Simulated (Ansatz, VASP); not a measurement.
# Two plane-wave programs on WS2

```
CELL_PARAMETERS angstrom
1.57900 0.91164 6.16333
-1.57900 0.91164 6.16333
0.00000 -1.82327 6.16333
ATOMIC_POSITIONS crystal
W 0.00000 0.00000 0.00000
S 0.75030 0.75030 0.75030
S 0.58100 0.58100 0.58100
```

Measurements of this composition are mostly on another form, of space group No. 194.

Alike in both runs: task single point; functional r2SCAN; k mesh 6 × 6 × 6; occupations gaussian, width 0.1 eV; no spin polarisation.

|  | VASP | Ansatz |
| --- | --- | --- |
| version | VASP 6.6.1 | Ansatz 0.2.0 |
| potentials or method | VASP PAW PBE potentials, release 64 (W_sv, S) | scalar-relativistic, plane waves, PAW |
| plane-wave cutoff (eV) | 520 | 500 |
| valence electrons in the cell | 26 | 26 |

```tsv
	VASP	Ansatz	Ansatz less VASP
gap on the k mesh at the Fermi level (eV)	1.14	1.13	-0.014
least direct gap on the mesh (eV)	2.03	2.02	-0.004
pressure (GPa)	2.8	2.6	-0.20
largest component of the traceless stress (GPa)	0.78	0.72	-0.060
rms of the force components (eV/Å)	0.253	0.254	+0.0009
```

Atom by atom the forces differ by 0.011 eV/Å (rms over components).

Caveats: the PAW data sets were made with another functional, which shifts forces and pressure a little (VASP); spin-orbit coupling is left out, which moves the levels of the heavy elements. A k mesh can miss the band edges. r2SCAN opens gaps a little over a GGA but as a rule still falls short of measured ones.
